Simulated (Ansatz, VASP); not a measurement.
Al: programs and potentials compared

The starting cell:

```
Al
1.0
     0.00000    2.02481    2.02481
     2.02481    0.00000    2.02481
     2.02481    2.02481    0.00000
Al
1
Direct
  0.00000 0.00000 0.00000
```

Alike in all runs: task relaxation of cell and atoms; functional PBEsol; dispersion D3(BJ); k mesh 11 × 11 × 11; occupations fermi-dirac, width 0.05 eV; no spin polarisation; no spin-orbit coupling.

```tsv
program and potentials	plane-wave cutoff (eV)	notes	equilibrium volume (Å³/atom)
Ansatz, Ansatz PAW	420	potentials made for PBE, which Ansatz adapts in part	15.59
Ansatz, all-electron LAPW, scalar-relativistic	-	-	15.59
VASP, PBE PAW files Al, 600 eV	600	potentials made for PBE	15.60
```

The equilibrium volume spans 15.59 (Ansatz, all-electron LAPW, scalar-relativistic) to 15.60 Å³/atom (VASP, PBE PAW files Al, 600 eV), with all-electron results at 15.59. Relaxations stop with a little pressure left, so the last digit of a volume isn't settled.

The functional is the same throughout but for its coding, so the spread measures potentials, basis and numerics; runs on potential files found faulty are left out.
